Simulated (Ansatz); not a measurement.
# A vibration from a frozen displacement in MgS

Level of theory: DFT PBEsol, scalar-relativistic, plane waves, PAW in Ansatz 0.2.0. Settings: plane waves to 420 eV, k-mesh 8×8×8 (Γ-centred), Gaussian smearing 0.05 eV. No spin polarisation. Energies are free energies at this smearing, counted from the undisturbed cell; pressure is positive in compression.

The starting cell (as given, not relaxed at this level; it stands at -0.9 GPa):

```
CELL_PARAMETERS angstrom
0.00000 2.60165 2.60165
2.60165 0.00000 2.60165
2.60165 2.60165 0.00000
ATOMIC_POSITIONS crystal
Mg 0.00000 0.00000 0.00000
S 0.50000 0.50000 0.50000
```

Every Mg atom is moved by x along the Cartesian unit vector (0.000, -0.707, -0.707); the cell and all other atoms stay fixed. The cell's volume is 35.22 Å³; the moved atoms weigh 24.305 u together and the others 32.060 u. Some rows repeat others by symmetry and weren't run.

```
  x (Å)  ΔE (meV/cell) total force on the moved atoms along the move (eV/Å) pressure (GPa)
-0.5000         409.35                                                1.8477          7.2071
-0.4375         303.64                                                1.5389          5.3154
-0.3750         216.46                                                1.2551          3.6661
-0.3125         146.22                                                0.9969          2.2646
-0.2500          91.34                                                0.7633          1.1146
-0.1875          50.37                                                0.5513          0.2185
-0.1250          22.06                                                0.3571         -0.4223
-0.0625           5.46                                                0.1754         -0.8070
 0.0000           0.00                                                0.0000         -0.9353
 0.0625           5.46                                               -0.1754         -0.8070
 0.1250          22.06                                               -0.3571         -0.4223
 0.1875          50.37                                               -0.5513          0.2185
 0.2500          91.34                                               -0.7633          1.1146
 0.3125         146.22                                               -0.9969          2.2646
 0.3750         216.46                                               -1.2551          3.6661
 0.4375         303.64                                               -1.5389          5.3154
 0.5000         409.35                                               -1.8477          7.2071
```

Q: What frequency belongs to this motion?

A: The force constant is k = −dF/dx = 2.806 eV/Å², from the parabola through x = -0.0625, 0 and 0.0625. In every cell the moved atoms swing against the rest, so the mass is μ = m₁m₂/(m₁ + m₂) = 13.825 u, and ν̃ = 521.5 cm⁻¹ × √(|k|/μ) = 235 cm⁻¹. To first order in x, and within 1 %, the force on every atom lies along the move and, within each of the two groups, in proportion to the atom's mass, so this is itself a mode at the zone centre of this cell, taken without macroscopic field (the transverse frequency in a polar insulator).

Q: How far does the harmonic law reach?

A: At x = -0.500 Å, kx²/2 = 350.72 meV against the computed 409.35 meV (+16.7 %): the well stiffens in this direction at large amplitude.

Q: The pressure changes with x². What does that say about the frequency under compression?

A: With E = k(V)x²/2, k ∝ V^(−2γ) and x scaling with the cell as V^(1/3), P − P0 = −∂E/∂V = (2γ − 2/3) ΔE/V. At x = 0.1250 Å, V(P − P0) = 35.22 × 0.51300 / 160.2 eV = 112.77 meV and ΔE = 22.06 meV, so γ = 1/3 + V(P − P0)/(2ΔE) = 2.89. This is the Grüneisen parameter of the motion under uniform scaling of the cell: shrinking the cell evenly by 1 % in volume raises the frequency by about 2.89 %.